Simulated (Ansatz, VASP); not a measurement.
This is a calculation of Na for VASP 6.6.1.

The input INCAR:

```
  ALGO = Normal
  EDIFF = 1E-7
  ENCUT = 520
  GGA = PE
  ISIF = 2
  ISMEAR = -1
  LASPH = True
  LCHARG = False
  LREAL = False
  LWAVE = False
  NBANDS = 14
  NELM = 100
  PREC = Accurate
  SIGMA = 0.05
```

KPOINTS

```
k-points
0
Gamma
  8 8 5
```

File POSCAR:

```
Na
1.0
    3.8408815021      0.0000000000      0.0000000000
   -1.9204407510      3.3263009538      0.0000000000
    0.0000000000      0.0000000000      6.2746973092
Na
2
Direct
    0.6666666667      0.3333333333      0.7500000000
    0.3333333333      0.6666666667      0.2500000000
```

Potentials or basis: VASP PAW PBE potentials, release 64 (Na_pv).

Launch:

```console
$ cat potpaw_PBE.64/Na_pv/POTCAR > POTCAR
$ mpirun -np 1 vasp_std > vasp.out
```

Question: Set up the same calculation for Ansatz 0.2.0. Potentials there: Ansatz PAW.

Answer: As run (the cutoff follows the program's own potentials):

File input.yaml:

```yaml
crystal:
  lattice:
    - [3.8408815021, 0.0, 0.0]
    - [-1.920440751, 3.3263009538, 0.0]
    - [0.0, 0.0, 6.2746973092]
  atoms:
    - { symbol: Na, position: [0.6666666667, 0.3333333333, 0.75] }
    - { symbol: Na, position: [0.3333333333, 0.6666666667, 0.25] }
hamiltonian:
  xc: pbe
  pseudopotentials: { kind: paw }
kpoints:
  mp_grid: { grid: [8, 8, 5] }
scf:
  occupations: { method: fermi_dirac, width: 0.05 }
output:
  forces: true
  stress: true
  eigenvalues: true
```

Potentials or basis: Ansatz PAW.

Launch:

```console
$ ansatz run input.yaml --threads 2 --pin off --max-ram 5120MiB --backend cpu --events-out ev --progress --plain --runs-dir out
```

Both were run:

|  | VASP | Ansatz | Ansatz less VASP |
| --- | --- | --- | --- |
| gap on the k mesh at the Fermi level (eV) | none | none | - |
| pressure (GPa) | -0.5 | -0.5 | 0.00 |
| largest component of the traceless stress (GPa) | 0.15 | 0.15 | -0.002 |

A gap of «none» marks a metal or a gap that the smearing closes. With one functional, cell and mesh, what is left measures potentials, basis and numerics. The two sets of potentials don't hold the same shells in valence.
